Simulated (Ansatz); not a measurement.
Input of an Ansatz 0.2.0 run:

input.yaml

```yaml
crystal:
  lattice:
    - [0.0, 2.04275, 2.04275]
    - [2.04275, 0.0, 2.04275]
    - [2.04275, 2.04275, 0.0]
  atoms:
    - { symbol: Ag, position: [0.0, 0.0, 0.0] }
hamiltonian:
  xc: pbe
  pseudopotentials: { kind: paw }
kpoints:
  mp_grid: { grid: [11, 11, 11] }
scf:
  occupations: { method: fermi_dirac, width: 0.05 }
output:
  forces: true
  stress: true
  eigenvalues: true
  write_density: true
  write_potential: true
  elf: true
  volumetric_format: npy
relax:
  f_tol: 0.01
  max_steps: 40
  cell: { stress_tol: 0.05, p_target: 10.0 }
```

Potentials or basis: Ansatz PAW.

The run is started by

```console
$ ansatz run input.yaml --threads 2 --pin off --max-ram 5632MiB --backend cpu --events-out ev --progress --plain --runs-dir out
```

(1) Estimate the band gap on the k mesh.

(2) What does it give for the space group after relaxing (to 0.05 Å)?

(3) Estimate the relaxed cell.

(4) Estimate the relaxed volume.

Answers

(1) none (metal or under the smearing width).

(2) Fm-3m (No. 225).

(3) a = 2.848 Å, b = 2.848 Å, c = 2.848 Å, α = 60.00°, β = 60.00°, γ = 60.00°.

(4) 16.34 Å³/atom.
